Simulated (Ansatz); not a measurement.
Ansatz input

```yaml
crystal:
  lattice:
    - [2.1915002847, 0.0, 0.0]
    - [0.0, 2.1915002847, 0.0]
    - [0.0, 0.0, 2.1915002847]
  atoms:
    - { symbol: Be, position: [0.0, 0.0, 0.0] }
hamiltonian:
  xc: rpbe
  pseudopotentials:
    kind: paw
    azcp:
      Be: "pseudopotentials/Be.paw.azcp"
basis:
  ecutwfc: 420
  fft_grid_basis: typed
kpoints:
  mp_grid: { grid: [16, 16, 16], shift: [0, 0, 0] }
magnetization:
  spin_polarized: false
scf:
  occupations: { method: fermi_dirac, width: 0.1 }
  lower_state_search: "off"
output:
  stress: true
  write_density: true
  write_potential: true
  elf: true
  volumetric_format: npy
```

Terminal output

```
Engine: ansatz 0.2.0, aarch64-unknown-linux-gnu
Pseudopotentials: kind: paw
Pseudopotential: Be, paw, valence charge 2, recommended cutoff 420 eV (normal) 
Functional definition: RPBE
  parameter kappa = 0.804
  parameter beta = 0.06672455060314922
  exchange = rpbe_x(kappa = kappa, mu = beta*pi^2/3)
  correlation = pbe_c(beta = beta)
Crystal: 1 atoms, lattice volume = 10.525 Å³
Basis set: ecut = 420 eV, 203 PW (Γ)
Bands: 5, of which v1, the nominal top of the filled ones, is band 1 counted from 1 (0 counted from 0)
Symmetry: 48 space group operations
Space group: Pm-3m (ITA 221), of the structure as read, at distance tolerance 2.2e-5 Å
k-points: 165 of 4096
Non-local potential: Be, projectors of the file, l = 0: 2, l = 1: 2, l = 2: 1
PAW form: soft (Blöchl's): semilocal exchange-correlation on the pseudo side does not see the compensation charge
PAW frozen core: Be, regenerated for the run's functional, and the local potential with it (the file was generated under x = pbe(κ = 0.804, μ = 0.2195149727645171), c = pbe(β = 0.06672455060314922))
PAW one-centre angular grid: Be, 110 points (default); XC on 64 Gauss nodes
Initial density: superposition of atomic densities (neutral atoms: chi_scale 0, normalization atom), corrected by the library's trained network
Initial wavefunctions: pseudopotential atomic-orbital guess
Functional: x = rpbe, c = pbe(β = 0.06672455060314922)
SCF iter   1: F=—  HF=-92.712789 eV  |F-HF|=—  |Δ(HF+E_count)|=         —  Δρ=1.65e-3  dr2=1.91e-4  ethr=1.77e-3  ⟨swp⟩=4.7  Hψ=7847  notcnv=0
SCF iter   2: F=—  HF=-92.712837 eV  |F-HF|=—  |Δ(HF+E_count)|=   4.76e-5  Δρ=7.94e-4  dr2=4.20e-5  ethr=9.55e-6  ⟨swp⟩=1.2  Hψ=2174  notcnv=0
SCF iter   3: F=—  HF=-92.712849 eV  |F-HF|=—  |Δ(HF+E_count)|=   1.20e-5  Δρ=3.80e-5  dr2=9.40e-8  ethr=2.10e-6  ⟨swp⟩=1.5  Hψ=1155  notcnv=0
iter 4 did not close the SCF: its close was put off for the readings that it lacked (scf_convergence_deferred on its scf_iter line)
SCF iter   4: F=-92.712849 eV  HF=-92.712849 eV  |F-HF|=4.30e-10  |Δ(HF+E_count)|=   5.18e-8  Δρ=6.08e-6  dr2=3.57e-9  ethr=4.70e-9  ⟨swp⟩=1.8  Hψ=1224  notcnv=0
iter 5 did not close the SCF: its close was put off for the readings that it lacked (scf_convergence_deferred on its scf_iter line)
SCF iter   5: F=-92.712849 eV  HF=-92.712849 eV  |F-HF|=1.25e-11  |Δ(HF+E_count)|=  2.64e-10  Δρ=9.15e-7  dr2=8.18e-11  ethr=1.79e-10  ⟨swp⟩=1.1  Hψ=1086  notcnv=0
SCF iter   6: F=-92.712849 eV  HF=-92.712849 eV  |F-HF|=9.95e-14  |Δ(HF+E_count)|=  1.09e-11  Δρ=6.42e-8  dr2=4.10e-13  ethr=4.09e-12  ⟨swp⟩=2.6  Hψ=2608  notcnv=0
SCF 1 converged in 6 iterations: F = -92.712849 eV  dr2 = 4.10e-13
SCF converged after 6 iterations
Free energy (F): -92.712849 eV
Harris-Foulkes:  -92.712849 eV  (|F-HF|=9.95e-14)
Internal energy: -92.700530 eV  (E = F + TS)
E sigma→0 (E₀):  -92.706690 eV
Entropy (-TS):   -0.012319 eV (-12.319 meV/atom)
Fermi energy:    5.484345 eV
--- Per-component energies (eV) ---
  E_band       = 3.231451
  E_kinetic    = 17.750076
  E_local      = 0.826280  (includes V_loc(G=0)·N_el)
  E_nonlocal   = 4.977441
  E_hartree    = 0.068516
  E_xc         = -18.541189
  E_vxc        = -19.113760  (∫ρ·V_xc dr)
  E_paw        = -60.489246  (= ΣΔE_a)
  E_vpaw       = -1.345618  (= ΣTr[D̂ρ^β])
  E_aug_tail   = -0.000001  (compensation charges beyond the density's cutoff)
  E_ewald      = -37.285943
  E_core_change = -0.006466  (= ΣΔE_core)
  E_smearing   = -0.012319  (= −TS)
  E_closure    = 0.000000  (closes the sum)
  Σ components = -92.712849   (vs F -92.712849, Δ=0.00e0)
--- Stress (GPa, compression-positive) ---
        0.125392       0.000000       0.000000
        0.000000       0.125392       0.000000
        0.000000       0.000000       0.125392
  P = ⅓ Tr σ = 0.1254 GPa (1.254 kbar)
--- Band table (eV; the first three rows and the last of 165) ---
  k-point 0: bands = ["-4.0731", "18.9240", "18.9240", "18.9240", "24.3757"]
  k-point 1: bands = ["-3.9769", "17.5867", "19.0194", "19.0194", "24.4923"]
  k-point 2: bands = ["-3.6890", "15.1727", "19.3018", "19.3018", "24.8412"]
  k-point 164: bands = ["10.8642", "10.8642", "10.8642", "18.5134", "18.5134"]
```

Launched by

```sh
ansatz run input.yaml --threads 2 --pin off --max-ram 5120MiB --backend cpu --events-out ev --progress --plain --runs-dir out
```

On 2 threads of Arm Neoverse V1 (shared host) this took about 0.68 s of wall time and 1.2 s of CPU time.
